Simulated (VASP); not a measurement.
# C (Fd-3m) in VASP: band structure with PBE

Aim: the band structure of C with PBE.

All numbers are computed with VASP 6.6.1; they aren't measurements. Logs are shortened: lines on timing, memory, paths and dates and some standing lists are left out, and cuts for length are marked.

## Step 1: Starting point

Symmetry: Fd-3m, No. 227, cubic system. Conventional cell: a = 3.573 Å, b = 3.573 Å, c = 3.573 Å, α = 90.00°, β = 90.00°, γ = 90.00°. C (site symmetry -43m) is surrounded by 4 C at 1.55 Å.

This isn't the form of C at room conditions, which is graphite.

## Step 2: Band structure, PBE

Input file INCAR:

```
SYSTEM = C
  ALGO = Fast
  EDIFF = 1E-7
  ENCUT = 520
  GGA = PE
  ISIF = 2
  ISMEAR = 0
  LASPH = .TRUE.
  LCHARG = .FALSE.
  LREAL = .FALSE.
  LWAVE = .FALSE.
  NELM = 80
  PREC = Accurate
  SIGMA = 1.0
```

Input file KPOINTS:

```
k-points
0
G
  14 14 14
  0 0 0
```

Input file POSCAR:

```
C                                       
1.0
    0.0000000000      1.7867116396      1.7867116396
    1.7867116396      0.0000000000      1.7867116396
    1.7867116396      1.7867116396      0.0000000000
  C             
     2
Direct
     0.0000000000000000    0.0000000000000000    0.0000000000000000
     0.2500000000000000    0.2500000000000000    0.2500000000000000
```

Input file KPOINTS_OPT:

```
path GXWKGLUWLK,UX
20
line-mode
reciprocal
 0.0000000000  0.0000000000  0.0000000000  G
 0.5000000000  0.0000000000  0.5000000000  X

 0.5000000000  0.0000000000  0.5000000000  X
 0.5000000000  0.2500000000  0.7500000000  W

 0.5000000000  0.2500000000  0.7500000000  W
 0.3750000000  0.3750000000  0.7500000000  K

 0.3750000000  0.3750000000  0.7500000000  K
 0.0000000000  0.0000000000  0.0000000000  G

 0.0000000000  0.0000000000  0.0000000000  G
 0.5000000000  0.5000000000  0.5000000000  L

 0.5000000000  0.5000000000  0.5000000000  L
 0.6250000000  0.2500000000  0.6250000000  U

 0.6250000000  0.2500000000  0.6250000000  U
 0.5000000000  0.2500000000  0.7500000000  W

 0.5000000000  0.2500000000  0.7500000000  W
 0.5000000000  0.5000000000  0.5000000000  L

 0.5000000000  0.5000000000  0.5000000000  L
 0.3750000000  0.3750000000  0.7500000000  K

 0.6250000000  0.2500000000  0.6250000000  U
 0.5000000000  0.0000000000  0.5000000000  X
```

Potentials or basis: VASP PAW PBE potentials, release 64 (C).

The run is started by

```
$ cat potpaw_PBE.64/C/POTCAR > POTCAR
$ mpirun -np 1 vasp_std > vasp.out
```

OUTCAR:

```text
SYSTEM = C
   EDIFF = 1E-7
   ENCUT = 520
   GGA = PE
   ISIF = 2
   ISMEAR = 0
   LASPH = .TRUE.
   LREAL = .FALSE.
   NELM = 80
   PREC = Accurate

 ion  position               nearest neighbor table
   1  0.000  0.000  0.000-   2 1.55   2 1.55   2 1.55   2 1.55
   2  0.250  0.250  0.250-   1 1.55   1 1.55   1 1.55   1 1.55

  LATTYP: Found a face centered cubic cell.
 ALAT       =     3.5734232792

  Lattice vectors:

 A1 = (   0.0000000000,   1.7867116396,   1.7867116396)
 A2 = (   1.7867116396,   0.0000000000,   1.7867116396)
 A3 = (   1.7867116396,   1.7867116396,   0.0000000000)

Analysis of symmetry for initial positions (statically):
=====================================================================
 Subroutine PRICEL returns:
 Original cell was already a primitive cell.

 Routine SETGRP: Setting up the symmetry group for a
 face centered cubic supercell.

 Subroutine GETGRP returns: Found 48 space group operations
 (whereof 24 operations were pure point group operations)
 out of a pool of 48 trial point group operations.

The static configuration has the point symmetry T_d .
 The point group associated with its full space group is O_h .

Analysis of symmetry for dynamics (positions and initial velocities):
=====================================================================
 Subroutine PRICEL returns:
 Original cell was already a primitive cell.

 Routine SETGRP: Setting up the symmetry group for a
 face centered cubic supercell.

 Subroutine GETGRP returns: Found 48 space group operations
 (whereof 24 operations were pure point group operations)
 out of a pool of 48 trial point group operations.

The dynamic configuration has the point symmetry T_d .
 The point group associated with its full space group is O_h .

 Subroutine INISYM returns: Found 48 space group operations
 (whereof 24 operations are pure point group operations),
 and found     1 'primitive' translations

----------------------------------------------------------------------------------------

                                     Primitive cell

  volume of cell :      11.4076

  direct lattice vectors                    reciprocal lattice vectors
     0.000000000  1.786711640  1.786711640    -0.279843702  0.279843702  0.279843702
     1.786711640  0.000000000  1.786711640     0.279843702 -0.279843702  0.279843702
     1.786711640  1.786711640  0.000000000     0.279843702  0.279843702 -0.279843702

  length of vectors
     2.526791833  2.526791833  2.526791833     0.484703510  0.484703510  0.484703510
[... 87 lines left out ...]
   ISIF   =      2    stress and relaxation
   ISYM   =      2    0-nonsym 1-usesym 2-fastsym
   POTIM  = 0.5000    time-step for ionic-motion
   TEBEG  =    0.0;   TEEND  =   0.0 temperature during run
   PSTRESS=    0.0 pullay stress
   NELECT =       8.0000    total number of electrons
   NUPDOWN=      -1.0000    fix difference up-down
   EMIN   =  10.00;   EMAX   =-10.00  energy-range for DOS
   EFERMI =   0.00;   METHOD = LEGACY
   ISMEAR =     0;   SIGMA  =   1.00  broadening in eV -4-tet -1-fermi 0-gaus
   EFERMI_NEDOS =   21; number of points for ismear=-14 and -15
   IALGO  =     68    algorithm
   IMIX   =      4    mixing-type and parameters
     AMIX     =   0.40;   BMIX     =  1.00
     AMIX_MAG =   1.60;   BMIX_MAG =  1.00
  volume/ion in A,a.u.               =       5.70        38.49
  Fermi-wavevector in a.u.,A,eV,Ry     =   1.454478  2.748564 28.783193  2.115505
  Thomas-Fermi vector in A             =   2.571624
   LORBIT       =      0    0 simple, 1 ext, 2 COOP (PROOUT), +10 PAW based schemes
   GGA     = PE    functional components
   LHFCALC =     F    Hartree Fock is set to
   AEXX    =    0.0000 exact exchange contribution
   IVDW    =     0    specifies the selected vdW correction
   LEPSILON=     F    determine dielectric tensor
   LRPA    =     F    only Hartree local field effects (RPA)
 non-spin polarized calculation
 RMM-DIIS sequential band-by-band and
 Gauss-broadening in eV      SIGMA  =   1.00
  energy-cutoff  :      520.00
  volume of cell :       11.41
 maximum number of plane-waves:       331
   NGX =  9   NGY =  9   NGZ =  9

 number of electron       7.9999999 magnetization

 Free energy of the ion-electron system (eV)
  ---------------------------------------------------
  ext. energy  EPLUGINS =         0.00000000
  ---------------------------------------------------
  free energy    TOTEN  =       -18.18584606 eV

  energy without entropy =      -18.18572515  energy(sigma->0) =      -18.18578561

 E-fermi :  11.6665     XC(G=0): -13.2227

 val. band max:        9.6488264653   @ k =   0.0000   0.0000   0.0000
 cond. band min:      13.7658625426   @ k =   0.3571   0.3571   0.0000
 fundamental gap:      4.1170360773
 Fermi energy:        11.6665311816

 k-point     1 :       0.0000    0.0000    0.0000
  band No.  band energies     occupation
      1     -11.7530      2.00000
      2       9.6488      1.99568
      3       9.6488      1.99568
      4       9.6488      1.99568
      5      15.2234      0.00000
      6      15.2234      0.00000
      7      15.2234      0.00000
      8      22.8524      0.00000
[... 243 lines left out ...]
 k-point    24 :       0.2857    0.1429    0.0000
  band No.  band energies     occupation
      1      -9.7091      2.00000
      2       3.6532      2.00000
      3       6.3504      2.00000
      4       7.0623      2.00000
      5      15.5451      0.00000
      6      19.5692      0.00000
      7      19.6806      0.00000
      8      21.9822      0.00000

 [... further k-points ...]

------------------------ aborting loop because EDIFF is reached ----------------------------------------

  FORCE on cell =-STRESS in cart. coord.  units (eV):
  Direction    XX          YY          ZZ          XY          YZ          ZX
  --------------------------------------------------------------------------------------
  -------------------------------------------------------------------------------------
  Total       -0.0005416     -0.0005416     -0.0005416     -0.0000000     -0.0000000      0.0000000
  in kB       -0.0760702     -0.0760702     -0.0760702     -0.0000000     -0.0000000      0.0000000
  external PRESSURE =      -0.0760702 kB  Pullay stress =       0.0000000 kB

 VOLUME and BASIS-vectors are now :
 -----------------------------------------------------------------------------
  energy-cutoff  :      520.00
  volume of cell :       11.41
      direct lattice vectors                 reciprocal lattice vectors
     0.000000000  1.786711640  1.786711640    -0.279843702  0.279843702  0.279843702
     1.786711640  0.000000000  1.786711640     0.279843702 -0.279843702  0.279843702
     1.786711640  1.786711640  0.000000000     0.279843702  0.279843702 -0.279843702

 POSITION                                       TOTAL-FORCE (eV/Angst)
 -----------------------------------------------------------------------------------
      0.00000      0.00000      0.00000        -0.000000     -0.000000      0.000000
      0.89336      0.89336      0.89336         0.000000      0.000000     -0.000000
 -----------------------------------------------------------------------------------
    total drift:                                0.000000      0.000000      0.000000

  FREE ENERGIE OF THE ION-ELECTRON SYSTEM (eV)
  ---------------------------------------------------
  free  energy   TOTEN  =       -18.1858460621 eV

  energy  without entropy=      -18.1857251544  energy(sigma->0) =      -18.18578561
```

stdout:

```text
POSCAR found type information on POSCAR C
 POSCAR found :  1 types and       2 ions
 scaLAPACK will be used
 LDA part: xc-table for (Slater+PW92), standard interpolation
 POSCAR, INCAR and KPOINTS ok, starting setup
 FFT: planning ... GRIDC
 FFT: planning ... GRID_SOFT
 FFT: planning ... GRID
 WAVECAR not read
 entering main loop
 Start KPOINTS_OPT (optional k-point list driver)
k-point batch [1-104\200]
k-point batch [105-200\200]
```

Wall time 14 s (1 thread of Intel Xeon Platinum 8488C (Sapphire Rapids), shared host); peak memory 0.12 GiB.

What came out:

| Item | Value |
| --- | --- |
| Free energy | -18.1858 eV |
| Pressure | 0.0 GPa |
| Band gap on the k mesh | 4.12 eV, indirect (least direct gap 5.57 eV) |
| Band gap along the path | 4.12 eV, indirect (least direct gap 5.57 eV) |

Levels at the corners of the path, in eV from the valence-band top:
```
point  band 1  band 2  band 3  band 4  band 5  band 6  band 7  band 8
    Γ  -21.40    0.00    0.00    0.00    5.57    5.57    5.57   13.20
    X  -12.72  -12.72   -6.26   -6.26    4.75    4.75   16.72   16.72
    X  -12.72  -12.72   -6.26   -6.26    4.75    4.75   16.72   16.72
    W  -11.94  -11.94   -8.27   -8.27   10.60   10.60   12.25   12.25
    W  -11.94  -11.94   -8.27   -8.27   10.60   10.60   12.25   12.25
    K  -12.94  -11.69   -9.26   -5.33    5.66   10.70   14.30   15.54
    K  -12.94  -11.69   -9.26   -5.33    5.66   10.70   14.30   15.54
    Γ  -21.40    0.00    0.00    0.00    5.57    5.57    5.57   13.20
    Γ  -21.40    0.00    0.00    0.00    5.57    5.57    5.57   13.20
    L  -15.66  -13.31   -2.79   -2.79    8.44    8.44    8.77   15.65
    L  -15.66  -13.31   -2.79   -2.79    8.44    8.44    8.77   15.65
    U  -12.94  -11.69   -9.26   -5.33    5.66   10.70   14.30   15.54
    U  -12.94  -11.69   -9.26   -5.33    5.66   10.70   14.30   15.54
    W  -11.94  -11.94   -8.27   -8.27   10.60   10.60   12.25   12.25
    W  -11.94  -11.94   -8.27   -8.27   10.60   10.60   12.25   12.25
    L  -15.66  -13.31   -2.79   -2.79    8.44    8.44    8.77   15.65
    L  -15.66  -13.31   -2.79   -2.79    8.44    8.44    8.77   15.65
    K  -12.94  -11.69   -9.26   -5.33    5.66   10.70   14.30   15.54
    U  -12.94  -11.69   -9.26   -5.33    5.66   10.70   14.30   15.54
    X  -12.72  -12.72   -6.26   -6.26    4.75    4.75   16.72   16.72
```
